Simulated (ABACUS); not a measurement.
# FeO (Wuestite) (Fm-3m) in ABACUS: equation of state

Aim: energy against volume of FeO (Wuestite) in PBEsol, for its equilibrium volume and stiffness.

Everything below comes from runs of ABACUS 3.10.1. Logs are shortened: lines on timing, memory, paths and dates and some standing lists are left out, and cuts for length are marked.

**1. The crystal as given**

The structure is cubic, space group Fm-3m (No. 225). Conventional cell: a = 4.311 Å, b = 4.311 Å, c = 4.311 Å, α = 90.00°, β = 90.00°, γ = 90.00°. Fe (site symmetry m-3m) is surrounded by 6 O at 2.16 Å. O (site symmetry m-3m) has 6 Fe at 2.16 Å as nearest neighbours.

**2. Equation of state, PBEsol, collinear spin, ferromagnetic start, 9.41 Å³/atom (volume scaled by 0.94)**

The input, INPUT:

```
INPUT_PARAMETERS
suffix              FeO
calculation         scf
basis_type          pw
pseudo_dir          ./
symmetry            1
dft_functional      pbesol
ecutwfc             90
pseudo_rcut         7
nspin               2
nbands              17
ks_solver           dav
smearing_method     fd
smearing_sigma      0.00367493
scf_thr             1e-08
scf_nmax            100
mixing_type         broyden
mixing_beta         0.4
cal_force           1
cal_stress          1
kpar                4
```

The input, STRU:

```
ATOMIC_SPECIES
Fe 55.8450 Fe.upf
O 15.9990 O.upf

LATTICE_CONSTANT
1.8897261246

LATTICE_VECTORS
0.0000000000 2.1113998987 2.1113998987
2.1113998987 0.0000000000 2.1113998987
2.1113998987 2.1113998987 0.0000000000

ATOMIC_POSITIONS
Direct

Fe
0.0
1
0.0000000000 0.0000000000 0.0000000000 1 1 1 mag 3

O
0.0
1
0.5000000000 0.5000000000 0.5000000000 1 1 1 mag 0
```

The input, KPT:

```
K_POINTS
0
Gamma
11 11 11 0 0 0
```

Potentials or basis: PseudoDojo NC SR 0.4.1 PBEsol standard, plane waves.

The run is started by

```console
$ OMP_NUM_THREADS=1 mpirun -np 4 abacus > log
```

running log:

```text
ABACUS v3.10.1

               Atomic-orbital Based Ab-initio Computation at UStc

 ------------------------------------------------------------------------------------

 READING GENERAL INFORMATION
                           global_out_dir = OUT.FeO/
                           global_in_card = INPUT
                               pseudo_dir = ./
                              orbital_dir =
                                    DSIZE = 4
                                    GSIZE = 1

 READING UNITCELL INFORMATION
                                    ntype = 2
                  lattice constant (Bohr) = 1.88973
              lattice constant (Angstrom) = 1

 READING ATOM TYPE 1
                               atom label = Fe
                      L=0, number of zeta = 1
                      L=1, number of zeta = 1
                      L=2, number of zeta = 1
             number of atom for this type = 1
               magnetization of element 1 = 3

 READING ATOM TYPE 2
                               atom label = O
                      L=0, number of zeta = 1
                      L=1, number of zeta = 1
                      L=2, number of zeta = 1
             number of atom for this type = 1
               magnetization of element 2 = 0

                        TOTAL ATOM NUMBER = 2
DIRECT COORDINATES
    atom                   x                   y                   z     mag                  vx                  vy                  vz
taud_Fe1            0.0000000000        0.0000000000        0.0000000000  3.0000        0.0000000000        0.0000000000        0.0000000000
taud_O1            0.5000000000        0.5000000000        0.5000000000  0.0000        0.0000000000        0.0000000000        0.0000000000

                          Volume (Bohr^3) = 127.039
                             Volume (A^3) = 18.8253

 Lattice vectors: (Cartesian coordinate: in unit of a_0)
                   +0             +2.1114             +2.1114
              +2.1114                  +0             +2.1114
              +2.1114             +2.1114                  +0
 Reciprocal vectors: (Cartesian coordinate: in unit of 2 pi/a_0)
             -0.23681            +0.23681            +0.23681
             +0.23681            -0.23681            +0.23681
             +0.23681            +0.23681            -0.23681
 The esolver type has been set to : ksdft_pw

                PAO radial cut off (Bohr) = 7

 Read in pseudopotential file is Fe.upf
                     pseudopotential type = NC
          exchange-correlation functional = PBESOL
                 nonlocal core correction = 1
                        valence electrons = 16
                                     lmax = 2
                           number of zeta = 4
                     number of projectors = 6
                           L of projector = 0
[... 5 lines left out ...]
                PAO radial cut off (Bohr) = 7

 Read in pseudopotential file is O.upf
                     pseudopotential type = NC
          exchange-correlation functional = PBESOL
                 nonlocal core correction = 1
                        valence electrons = 6
[... 160 lines left out ...]
        1            253           2637

 SETUP NONLOCAL PSEUDOPOTENTIALS IN PLANE WAVE BASIS
 Fe non-local projectors:
 projector 1 L=0
 projector 2 L=0
 projector 3 L=1
 projector 4 L=1
 projector 5 L=2
 projector 6 L=2
 O non-local projectors:
 projector 1 L=0
 projector 2 L=0
 projector 3 L=1
 projector 4 L=1
 projector 5 L=2
      TOTAL NUMBER OF NONLOCAL PROJECTORS = 31

 Init Non-Local PseudoPotential table :
 Init Non-Local-Pseudopotential done.

                                     npwx = 1849

 Make real space PAO into reciprocal space.
       max mesh points in Pseudopotential = 701
     dq(describe PAO in reciprocal space) = 0.01
                                    max q = 1143

 number of pseudo atomic orbitals for Fe is 4
WARNING: norm of atomic wavefunction # 3 of atomic type Fe is 0.999977, renormalized
WARNING: norm of atomic wavefunction # 4 of atomic type Fe is 0.996725, renormalized

 number of pseudo atomic orbitals for O is 2
WARNING: norm of atomic wavefunction # 2 of atomic type O is 0.999978, renormalized

 -------------------------------------------
 SELF-CONSISTENT
 -------------------------------------------
                                 init_chg = atomic

 PW ALGORITHM --------------- ION=   1  ELEC=   1--------------------------------
          total magnetism (Bohr mag/cell) = 3.93703
       absolute magnetism (Bohr mag/cell) = 3.93704
                        nelec for spin up = 12.9685
                      nelec for spin down = 9.03148
[... 145 lines left out ...]
 Density error is 2.3314790976e-09
                          Error Threshold = 1.9209399887e-10
----------------------------------------------------------
     Energy           Rydberg                 eV
----------------------------------------------------------
 E_KohnSham     -283.3778834450      -3855.5539020314
 E_KS(sigma->0) -283.3775012717      -3855.5487022976
 E_Harris       -283.3784247428      -3855.5612667658
 E_band         -18.0028224103       -244.9409648616
 E_one_elec     -118.5186946724      -1612.5295670670
 E_Hartree      72.7676647763        990.0548711122
 E_xc           -43.6384914476       -593.7321358120
 E_Ewald        -193.9875977548      -2639.3366707970
 E_entropy(-TS) -0.0007643465        -0.0103994676
 E_descf        0.0000000000         0.0000000000
 E_exx          0.0000000000         0.0000000000
 E_Fermi        1.1579674538         15.7549554701
----------------------------------------------------------

 charge density convergence is achieved
 final etot is -3855.553902 eV
 EFERMI = 15.75495547 eV

 STATE ENERGY(eV) AND OCCUPATIONS    NSPIN == 2
SPIN UP :
 1/14 kpoint (Cartesian) = 0.0000 0.0000 0.0000 (1837 pws)
       1       -73.7858    0.000751315
       2       -40.0561    0.000751315
       3       -40.0561    0.000751315
       4       -40.0561    0.000751315
       5       -5.51693    0.000751315
       6        11.5682    0.000751315
[... 9 lines left out ...]
      16        33.0175        0.00000
[... 82 lines left out ...]
       4       -40.0651     0.00601052
       5       -4.17837     0.00601052
       6        6.38044     0.00601052
[... 9 lines left out ...]
      16        28.5853        0.00000
      17        28.5853        0.00000

[... levels at 22 further k points ...]

------------------------------------------------------------------------------------------
 TOTAL-FORCE (eV/Angstrom)
------------------------------------------------------------------------------------------
                       Fe1         0.0000000000         0.0000000000         0.0000000000
                        O1         0.0000000000         0.0000000000         0.0000000000
------------------------------------------------------------------------------------------

----------------------------------------------------------------
 TOTAL-STRESS (KBAR)
----------------------------------------------------------------
        27.3507957980        -0.0000000000         0.0000000000
        -0.0000000000        27.3507957980         0.0000000000
        -0.0000000000         0.0000000000        27.3507957980
----------------------------------------------------------------
 TOTAL-PRESSURE: 27.350796 KBAR

 --------------------------------------------
 !FINAL_ETOT_IS -3855.5539020314172376 eV
 --------------------------------------------
```

stdout:

```text
ABACUS v3.10.1

               Atomic-orbital Based Ab-initio Computation at UStc

%%%%%%%%%%%%%%%%%%%%%%%%%%%%%%%%%%%%%%%%%%%%%%%%%%%%%%%%%%%%%%%%%%%%%%%%%%%%%%%%%%%%%%%%%%%%%%%%%%%%%%%%%
 Warning: the number of valence electrons in pseudopotential > 8 for Fe: [Ar] 3d6 4s2
[... 36 lines left out ...]
 TOTAL-STRESS (KBAR)
----------------------------------------------------------------
        27.3507957980        -0.0000000000         0.0000000000
        -0.0000000000        27.3507957980         0.0000000000
        -0.0000000000         0.0000000000        27.3507957980
----------------------------------------------------------------
 TOTAL-PRESSURE: 27.350796 KBAR
```

Run time: 14 s. Hardware: 4 MPI ranks of Intel Xeon 6975P-C (Granite Rapids), shared host; peak memory 0.36 GiB.

What came out:

| Item | Value |
| --- | --- |
| Free energy | -3855.5539 eV |
| Pressure | 2.7 GPa |
| Band gap on the k mesh | none (metal or under the smearing width) |
| Net moment | 4.00 μB per cell |
| Absolute moment | 4.01 μB per cell |

Caveat: a cell with one magnetic atom can't hold antiferromagnetic order, which such compounds often take; semilocal functionals often make such compounds metallic where correlation or magnetic order opens a gap, which also shifts bond lengths.

**3. Equation of state, PBEsol, collinear spin, ferromagnetic start, 9.61 Å³/atom (volume scaled by 0.96)**

INPUT is that of step 2.

STRU: that of step 2 with these lines changed.

```diff
@@ -8,5 +8,5 @@
 LATTICE_VECTORS
-0.0000000000 2.1113998987 2.1113998987
-2.1113998987 0.0000000000 2.1113998987
-2.1113998987 2.1113998987 0.0000000000
+0.0000000000 2.1262694020 2.1262694020
+2.1262694020 0.0000000000 2.1262694020
+2.1262694020 2.1262694020 0.0000000000
```

KPT is that of step 2.

Potentials or basis: PseudoDojo NC SR 0.4.1 PBEsol standard, plane waves.

The run is started by

```console
$ OMP_NUM_THREADS=1 mpirun -np 4 abacus > log
```

Run time: 13 s. Hardware: 4 MPI ranks of Intel Xeon 6975P-C (Granite Rapids), shared host; peak memory 0.36 GiB.

It converged, with:

- Free energy: -3855.5553 eV
- Pressure: -1.7 GPa
- Band gap on the k mesh: none (metal or under the smearing width)
- Net moment: 4.00 μB per cell
- Absolute moment: 4.01 μB per cell

Caveat: a cell with one magnetic atom can't hold antiferromagnetic order, which such compounds often take; semilocal functionals often make such compounds metallic where correlation or magnetic order opens a gap, which also shifts bond lengths.

**4. Equation of state, PBEsol, collinear spin, ferromagnetic start, 9.81 Å³/atom (volume scaled by 0.98)**

INPUT is that of step 3.

STRU: that of step 3 with these lines changed.

```diff
@@ -8,5 +8,5 @@
 LATTICE_VECTORS
-0.0000000000 2.1262694020 2.1262694020
-2.1262694020 0.0000000000 2.1262694020
-2.1262694020 2.1262694020 0.0000000000
+0.0000000000 2.1409337923 2.1409337923
+2.1409337923 0.0000000000 2.1409337923
+2.1409337923 2.1409337923 0.0000000000
```

KPT is that of step 3.

The run is started by

```console
$ OMP_NUM_THREADS=1 mpirun -np 4 abacus > log
```

Wall time 13 s (4 MPI ranks of Intel Xeon 6975P-C (Granite Rapids), shared host); peak memory 0.36 GiB.

It converged, with:

- Free energy: -3855.5462 eV
- Pressure: -5.7 GPa
- Band gap on the k mesh: none (metal or under the smearing width)
- Net moment: 4.00 μB per cell
- Absolute moment: 4.01 μB per cell

Caveat: a cell with one magnetic atom can't hold antiferromagnetic order, which such compounds often take; semilocal functionals often make such compounds metallic where correlation or magnetic order opens a gap, which also shifts bond lengths.

**5. Equation of state, PBEsol, collinear spin, ferromagnetic start, 10.01 Å³/atom**

INPUT is that of step 4.

STRU: that of step 4 with these lines changed.

```diff
@@ -8,5 +8,5 @@
 LATTICE_VECTORS
-0.0000000000 2.1409337923 2.1409337923
-2.1409337923 0.0000000000 2.1409337923
-2.1409337923 2.1409337923 0.0000000000
+0.0000000000 2.1554000000 2.1554000000
+2.1554000000 0.0000000000 2.1554000000
+2.1554000000 2.1554000000 0.0000000000
```

KPT is that of step 4.

The run is started by

```console
$ OMP_NUM_THREADS=1 mpirun -np 4 abacus > log
```

Wall time 17 s (4 MPI ranks of Intel Xeon 6975P-C (Granite Rapids), shared host); peak memory 0.36 GiB.

It converged, with:

```
Free energy            : -3855.5277 eV
Pressure               : -9.2 GPa
Band gap on the k mesh : none (metal or under the smearing width)
Net moment             : 4.00 μB per cell
Absolute moment        : 4.01 μB per cell
```

Caveat: a cell with one magnetic atom can't hold antiferromagnetic order, which such compounds often take; semilocal functionals often make such compounds metallic where correlation or magnetic order opens a gap, which also shifts bond lengths.

[end of part 1 of 2]
